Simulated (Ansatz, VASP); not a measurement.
**Two plane-wave programs on Al**

```xyz
1
Lattice="2.7015 0.0000 0.0000 0.0000 2.7015 0.0000 0.0000 0.0000 2.7015" Properties=species:S:1:pos:R:3 pbc="T T T"
Al    0.0000    0.0000    0.0000
```

Alike in both runs: functional PBEsol; k mesh 16 × 16 × 16; occupations fermi-dirac, width 0.01 eV; no spin polarisation.

Ansatz relaxed the structure, and its values are those at the end. VASP's run is a single point on that final structure, the one shown.

|  | VASP | Ansatz |
| --- | --- | --- |
| version | VASP 6.6.1 | Ansatz 0.2.0 |
| potentials or method | VASP PAW PBE potentials, release 64 (Al) | PAW with Ansatz's default frozen-core files, scalar-relativistic |
| plane-wave cutoff (eV) | 520 | 420 |
| valence electrons in the cell | 3 | 3 |

|  | VASP | Ansatz | Ansatz less VASP |
| --- | --- | --- | --- |
| pressure (GPa) | 0.1 | 0.0 | -0.08 |

Caveats: the PAW data sets were made with another functional, which shifts forces and pressure a little (VASP).
